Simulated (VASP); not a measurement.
Crystal: BP.

```
P B
1.0
     0.00000    2.26900    2.26900
     2.26900    0.00000    2.26900
     2.26900    2.26900    0.00000
P B
1 1
Direct
  0.75000 0.75000 0.75000
  0.00000 0.00000 0.00000
```

A sound run:

- Program: VASP 6.6.1
- Task: dielectric tensor
- Functional: LDA
- Potentials or basis: VASP PAW LDA potentials, release 64 (P, B)
- Cutoff: 800 eV
- k mesh: 12 × 12 × 12
- Occupations: gaussian, width 0.01 eV
- Spin: no spin polarisation

It gives band gap on the k mesh 1.18 eV, indirect (least direct gap 3.38 eV).

Q: What do these careless settings give instead: cutoff 350 eV in place of 800 eV; k mesh 4 × 4 × 4 in place of 12 × 12 × 12?

A: Band gap on the k mesh 1.27 eV, indirect (least direct gap 3.36 eV). The run converged, but these numbers show the error of the settings and aren't properties of the crystal.
